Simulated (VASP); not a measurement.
Ag:

```
Ag
1.0
     2.93000    0.00000    0.00000
    -1.46500    2.53745    0.00000
     0.00000    0.00000    4.79000
Ag
2
Direct
  0.66667 0.33333 0.75000
  0.33333 0.66667 0.25000
```

This isn't the form of Ag at room conditions, which is fcc.

| Item | Value |
| --- | --- |
| Program | VASP 6.6.1 |
| Task | single point |
| Functional | PBE |
| Potentials or basis | VASP PAW PBE potentials, release 64 (Ag) |
| Cutoff | 520 eV |
| k mesh | 10 × 10 × 6 |
| Occupations | fermi-dirac, width 0.05 eV |
| Spin | no spin polarisation |

On this cell: pressure 0.5 GPa; largest force under 0.003 eV/Å; band gap on the k mesh none (metal or under the smearing width).

The same run follows on a disturbed copy (atoms moved at random, drawn with an rms of 0.05 Å):

```
Ag
1.0
     2.93000    0.00000    0.00000
    -1.46500    2.53745    0.00000
     0.00000    0.00000    4.79000
Ag
2
Direct
  0.68483 0.35008 0.74689
  0.33791 0.67266 0.25057
```

Q: What changes?

A: The energy (extrapolated to zero smearing) moves by +0.7 meV/atom; pressure 0.5 GPa; largest force 0.096 eV/Å; band gap on the k mesh none (metal or under the smearing width).

Forces in eV/Å, atoms in the order of the input:
```
Ag  -0.022 -0.023  0.090
Ag   0.022  0.023 -0.090
```

Stress tensor (GPa, compression positive):
```
 0.86  0.15 -0.02
 0.15  0.54 -0.02
-0.02 -0.02  0.10
```
